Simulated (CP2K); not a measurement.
SiO2 in CP2K: the effect of functional

SiO2:

```xyz
12
Lattice="6.9387 0.0000 0.0000 2.2959 6.5478 0.0000 -4.6173 -3.2739 4.0134" Properties=species:S:1:pos:R:3 pbc="T T T"
Si    2.5736   -1.1831    3.5664
Si   -2.5736    1.1831    3.5664
Si    4.8822    0.4538    0.4470
Si    4.3524    6.0940    0.4470
O     2.3956   -0.7613    2.0067
O     1.1480    3.2739    3.7555
O     1.1480    3.2739    0.2578
O     1.0737    0.7613    0.0000
O     8.1609    5.7865    0.0000
O     4.5431    0.7613    2.0067
O     3.6057    4.7005    0.0000
O     5.6289    1.8473    0.0000
```

The cell comes from a database or a generator and needn't be the stable form of this composition.

Alike in all runs:

- Program: CP2K 2026.2
- Potentials or basis: POTENTIAL_UZH Si GTH-PBE-q4, O GTH-PBE-q6; DZVP-MOLOPT-PBE-GTH basis
- Density cutoff: 11565 eV
- k mesh: 5 × 5 × 5
- Occupations: fermi-dirac, width 0.05 eV
- Spin: no spin polarisation

**Question.** One run gave: pressure -1.0 GPa; largest force 0.11 eV/Å. Which functional did it use?
A. r2SCAN
B. LDA
C. BLYP
D. PW91
E. WC

**Answer.** B.

| functional | pressure (GPa) | largest force (eV/Å) |
| --- | --- | --- |
| LDA | -1.0 | 0.11 |
| PBEsol | -0.4 | 0.07 |
| PW91 | -0.2 | 0.03 |
| BLYP | 1.0 | 0.15 |
| WC | -0.7 | 0.06 |
| r2SCAN | -3.3 | 0.22 |

Caveats: the potentials were made for another functional, which shifts forces and pressure; the basis of atomic orbitals isn't converged, which shifts pressures, moduli and gaps.

Runs at the PBE level aren't shown here.
